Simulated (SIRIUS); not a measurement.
# Co in SIRIUS: convergence with density cutoff

Crystal: Co.

```xyz
2
Lattice="2.4720 0.0000 0.0000 -1.2360 2.1408 0.0000 0.0000 0.0000 4.0211" Properties=species:S:1:pos:R:3 pbc="T T T"
Co    1.3638    0.7453    3.0471
Co    0.0502    1.4924    1.0334
```

The cell isn't the ideal one: atoms moved at random, drawn with an rms of 0.15 Å.

| Item | Value |
| --- | --- |
| Program | SIRIUS 7.10.0 |
| Task | single point |
| Functional | PBE |
| Potentials or basis | JTH 2.0 PBE (PAW) |
| Cutoff | 557 eV |
| Density cutoff | 2667 eV |
| k mesh | 5 × 5 × 3 |
| Occupations | methfessel-paxton, width 0.05 eV |
| Spin | collinear spin, ferromagnetic start |
| Starting moments | [2.0, 2.0] μB |

These are the settings of the first run; the series varies density cutoff, with any setting tied to it.

Hardware: 1 thread of Arm Neoverse V1, with other jobs on the host.

Question: The values tried are 2666.7 eV, 3483.1 eV, 4408.2 eV, 5442.3 eV, 7197.4 eV, 9197.4 eV, 12245.1 eV, loosest first. From which on does the pressure stay within 0.1 GPa of the tightest run that finished?

Answer: From 7197.4 eV on.

| density cutoff | pressure (GPa) | largest force (eV/Å) | SCF cycles | CPU time (s) | peak memory (GiB) |
| --- | --- | --- | --- | --- | --- |
| 2666.7 eV | 5.18 | 0.248 | 27 | 88 | 0.26 |
| 3483.1 eV | 5.26 | 0.249 | 27 | 89 | 0.27 |
| 4408.2 eV | 5.15 | 0.251 | 27 | 90 | 0.29 |
| 5442.3 eV | 5.02 | 0.253 | 27 | 92 | 0.3 |
| 7197.4 eV | 4.71 | 0.251 | 27 | 98 | 0.35 |
| 9197.4 eV | 4.82 | 0.251 | 27 | 100 | 0.42 |
| 12245.1 eV | 4.77 | 0.251 | 27 | 110 | 0.5 |

Against the tightest run, the largest force stays within 0.005 eV/Å from 2666.7 eV on. The tightest run that finished is the yardstick and may itself not be fully converged.

Caveat, for the tightest run too: the k mesh is coarse (spacing up to 0.59 Å⁻¹), so the values aren't converged; this version's Methfessel-Paxton entropy term is faulty, so the free energy in the log is wrong and no energy is listed.
